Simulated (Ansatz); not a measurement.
Space group Pm-3m (No. 221). a = 4.105 Å, b = 4.105 Å, c = 4.105 Å, α = 90.00°, β = 90.00°, γ = 90.00°
```csv
atom,site,symmetry,x,y,z
Sc,1a,m-3m,0.0000,0.0000,0.0000
Al,3c,4/mm.m,0.5000,0.0000,0.5000
```

Equation of state of this ScAl3 structure (not necessarily the ground state), with shape and atoms relaxed at each volume where symmetry leaves them free. It has no gap at any of these volumes. The calculation used DFT PBE, scalar-relativistic, plane waves, PAW (Ansatz).

Plane waves to 420 eV, a k mesh through Γ of 10×10×10 on the computed 4-atom cell and Gaussian smearing (0.10 eV); no spin polarisation.

```csv
V (Å³/atom),E − E(largest V) (meV/atom),P (GPa)
16.260,3.03,6.07
16.779,-11.13,2.80
17.298,-15.42,-0.01
17.816,-11.29,-2.41
18.335,0.00,-4.45
```

Fit a third-order Birch–Murnaghan equation to E(V).

V0 = 17.29 Å³/atom, B0 = 87 GPa, B0' = 4.3.